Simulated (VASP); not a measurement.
Set up this calculation in VASP 6.6.1, as the native input.

| Quantity | Value |
| --- | --- |
| Task | band structure |
| Functional | PBE |
| Potentials or basis | VASP PAW PBE potentials, release 64 (Pb_d, Te) |
| Cutoff | 520 eV |
| k mesh | 7 × 7 × 7 |
| Occupations | fermi-dirac, width 0.05 eV |
| Spin | no spin polarisation |
| Further INCAR settings | ALGO = Fast; EDIFF = 1e-06; NBANDS = 17 |

The system is TePb.

```xyz
2
Lattice="0.0000 3.2310 3.2310 3.2310 0.0000 3.2310 3.2310 3.2310 0.0000" Properties=species:S:1:pos:R:3 pbc="T T T"
Pb    0.0000    0.0000    0.0000
Te    3.2310    3.2310    3.2310
```

One way to write it, as run:

POSCAR

```
TePb
1.0
    0.0000000000      3.2310000000      3.2310000000
    3.2310000000      0.0000000000      3.2310000000
    3.2310000000      3.2310000000      0.0000000000
Pb Te
1 1
Direct
    0.0000000000      0.0000000000      0.0000000000
    0.5000000000      0.5000000000      0.5000000000
```

INCAR.step1

```
  PREC = Accurate
  ENCUT = 520
  EDIFF = 1E-6
  ISMEAR = -1
  SIGMA = 0.05
  LREAL = False
  LASPH = True
  NELM = 100
  ALGO = Fast
  ISIF = 2
  LWAVE = False
  LCHARG = True
  GGA = PE
  NBANDS = 17
```

KPOINTS.step1

```
Automatic mesh
0
Gamma
  7 7 7
```

INCAR.step2

```
  PREC = Accurate
  ENCUT = 520
  EDIFF = 1E-6
  ISMEAR = 0
  SIGMA = 0.05
  LREAL = False
  LASPH = True
  NELM = 100
  ALGO = Fast
  ISIF = 2
  LWAVE = False
  LCHARG = False
  GGA = PE
  NBANDS = 17
  ICHARG = 11
```

KPOINTS.step2

```
path GXWKGLUWLK,UX
15
line-mode
reciprocal
 0.0000000000  0.0000000000  0.0000000000  G
 0.5000000000  0.0000000000  0.5000000000  X

 0.5000000000  0.0000000000  0.5000000000  X
 0.5000000000  0.2500000000  0.7500000000  W

 0.5000000000  0.2500000000  0.7500000000  W
 0.3750000000  0.3750000000  0.7500000000  K

 0.3750000000  0.3750000000  0.7500000000  K
 0.0000000000  0.0000000000  0.0000000000  G

 0.0000000000  0.0000000000  0.0000000000  G
 0.5000000000  0.5000000000  0.5000000000  L

 0.5000000000  0.5000000000  0.5000000000  L
 0.6250000000  0.2500000000  0.6250000000  U

 0.6250000000  0.2500000000  0.6250000000  U
 0.5000000000  0.2500000000  0.7500000000  W

 0.5000000000  0.2500000000  0.7500000000  W
 0.5000000000  0.5000000000  0.5000000000  L

 0.5000000000  0.5000000000  0.5000000000  L
 0.3750000000  0.3750000000  0.7500000000  K

 0.6250000000  0.2500000000  0.6250000000  U
 0.5000000000  0.0000000000  0.5000000000  X
```

Potentials or basis: VASP PAW PBE potentials, release 64 (Pb_d, Te).

The run is started by

```bash
$ cat potpaw_PBE.64/Pb_d/POTCAR potpaw_PBE.64/Te/POTCAR > POTCAR
$ cp INCAR.step1 INCAR
$ cp KPOINTS.step1 KPOINTS
$ mpirun -np 1 vasp_std > vasp.out
$ cp INCAR.step2 INCAR
$ cp KPOINTS.step2 KPOINTS
$ mpirun -np 1 vasp_std > vasp.out
```

It gave:

```yaml
Band_gap_along_the_path: 0.74 eV, direct
```

Caveat: the log is that of the step along the path at fixed density, whose energy, stress, charges and moments have no meaning; this odd mesh misses L, where the gap lies, so gap, dielectric constants and Born charges aren't listed; spin-orbit coupling is left out, which moves the levels of the heavy elements.

It took 2.2 min on 1 thread of Intel(R) Xeon(R) Platinum 8375C CPU @ 2.90GHz (Ice Lake) (shared host), peak memory 0.32 GiB.
